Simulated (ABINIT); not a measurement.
The system is MgS (Niningerite).

```xyz
2
Lattice="0.0000 2.6016 2.6016 2.6016 0.0000 2.6016 2.6016 2.6016 0.0000" Properties=species:S:1:pos:R:3 pbc="T T T"
S     2.6016    2.6016    2.6016
Mg    0.0000    0.0000    0.0000
```

Base run:

```yaml
Program: ABINIT 10.8.3 (patched build)
Functional: PBE
Potentials_or_basis: PseudoDojo NC SR PBE v0.4.1 standard
Cutoff: 1088 eV
k_mesh: 7 × 7 × 7
Occupations: fermi-dirac, width 0.05 eV
Spin: no spin polarisation
```

Its results: band gap on the k mesh 3.00 eV, indirect (least direct gap 3.71 eV); pressure 1.1 GPa.

**Question.** The run is repeated on the same cell with these changes: functional from PBE to LDA; potentials or basis from PseudoDojo NC SR PBE v0.4.1 standard to PseudoDojo NC SR LDA v0.4.1 standard. What comes out?

**Answer.** Band gap on the k mesh 2.78 eV, indirect (least direct gap 3.48 eV); pressure -3.3 GPa.

Caveats: an odd mesh through Γ misses points on the zone boundary, where band edges often lie.
